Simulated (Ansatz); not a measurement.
# KF (CsCl type) from LDA to hybrids

All numbers come from Ansatz. Simulation only: spin-unpolarised, and no claim that this is the phase found in nature.

Structure: KF in the CsCl structure, at its r2SCAN minimum. It is cubic, Pm-3m (No. 221); a = 3.179 Å in the conventional setting, 16.06 Å³ an atom. K is surrounded by 8 F at 2.75 Å; F is surrounded by 8 K at 2.75 Å.

```cif
data_structure
_symmetry_space_group_name_H-M 'P 1'
_symmetry_Int_Tables_number 1
_cell_length_a 3.1789
_cell_length_b 3.1789
_cell_length_c 3.1789
_cell_angle_alpha 90.000
_cell_angle_beta 90.000
_cell_angle_gamma 90.000
_cell_volume 32.12
loop_
_atom_site_label
_atom_site_type_symbol
_atom_site_fract_x
_atom_site_fract_y
_atom_site_fract_z
_atom_site_occupancy
K1 K 0.00000 0.00000 0.00000 1
F1 F 0.50000 0.50000 0.50000 1
```

Relaxed lattice by functional, symmetry kept:
```json
{"functional": "PBE", "k mesh": "8×8×8", "a (Å)": "3.259", "volume (Å³/atom)": "17.30"}
{"functional": "r2SCAN", "k mesh": "8×8×8", "a (Å)": "3.179", "volume (Å³/atom)": "16.06"}
{"functional": "PBEsol", "k mesh": "8×8×8", "a (Å)": "3.176", "volume (Å³/atom)": "16.03"}
{"functional": "LDA", "k mesh": "8×8×8", "a (Å)": "3.083", "volume (Å³/atom)": "14.66"}
{"functional": "HSE06", "k mesh": "6×6×6", "a (Å)": "3.220", "volume (Å³/atom)": "16.70"}
```

Gaps on the r2SCAN cell, each the least over its mesh and the special points:
```json
{"level": "LDA", "k mesh": "8×8×8", "gap (eV)": "6.46", "kind": "indirect", "edges": "M → Γ", "least direct gap (eV)": "6.50", "rough cost": "1.4 core-seconds"}
{"level": "PBE", "k mesh": "8×8×8", "gap (eV)": "6.82", "kind": "indirect", "edges": "M → Γ", "least direct gap (eV)": "6.85", "rough cost": "1.9 core-seconds"}
{"level": "r2SCAN", "k mesh": "8×8×8", "gap (eV)": "7.72", "kind": "indirect", "edges": "M → Γ", "least direct gap (eV)": "7.75", "rough cost": "5 core-seconds"}
{"level": "HSE06", "k mesh": "6×6×6", "gap (eV)": "8.92", "kind": "indirect", "edges": "M → Γ", "least direct gap (eV)": "8.95", "rough cost": "60 core-seconds"}
{"level": "DDH-PBE0", "k mesh": "6×6×6", "gap (eV)": "12.12", "kind": "indirect", "edges": "M → Γ", "least direct gap (eV)": "12.15", "rough cost": "70 core-seconds"}
{"level": "PBE0", "k mesh": "6×6×6", "gap (eV)": "9.68", "kind": "indirect", "edges": "M → Γ", "least direct gap (eV)": "9.71", "rough cost": "60 core-seconds"}
{"level": "r2SCAN0", "k mesh": "6×6×6", "gap (eV)": "10.27", "kind": "indirect", "edges": "M → Γ", "least direct gap (eV)": "10.29", "rough cost": "80 core-seconds"}
{"level": "Hartree-Fock", "k mesh": "6×6×6", "gap (eV)": "18.83", "kind": "direct", "edges": "Γ", "least direct gap (eV)": "18.83", "rough cost": "70 core-seconds"}
{"level": "G0W0@PBE (95 empty bands, 120 eV, 4×4×4)", "k mesh": "4×4×4", "gap (eV)": "10.20", "kind": "–", "edges": "M → Γ (mesh)", "least direct gap (eV)": "–", "rough cost": "9 core-seconds"}
{"level": "G0W0@PBE (238 empty bands, 220 eV, 4×4×4)", "k mesh": "4×4×4", "gap (eV)": "10.38", "kind": "–", "edges": "M → Γ (mesh)", "least direct gap (eV)": "–", "rough cost": "70 core-seconds"}
```
PBE: smearing of 0.02 eV; the others have fixed occupations.
Wave cutoffs: 420 eV, 500 eV (r2SCAN, r2SCAN0).
The G0W0 gap is PBE's gap over the path plus the quasiparticle shift read on the mesh. G0W0 values are finite-basis, finite-mesh values.
Costs come from shared machines and give only the order; PBE's includes the band path. The runs had 2 threads of Arm Neoverse V1 (shared host).

The HSE06 gap is indirect, 8.92 eV (M to Γ), below the direct gap of 8.95 eV at Γ.

r2SCAN covers 43 % of the step from PBE to HSE06. Direct and least gap lie within 0.04 eV at some levels, so the kind of gap isn't settled.

On the PBEsol cell (a = 3.176 Å), with PBEsol: The optical mode at Γ lies at 146 cm⁻¹ without the longitudinal term. With the long-range field the highest mode reaches 311 cm⁻¹. ε∞: 2.22 in all directions. With the ions relaxed, ε⁰ is 10.0 in all directions. Born charges, averaged over directions: K +1.18, F -1.18 e.

The meshes of the hybrids are coarse, so their gaps aren't converged to the digits shown.
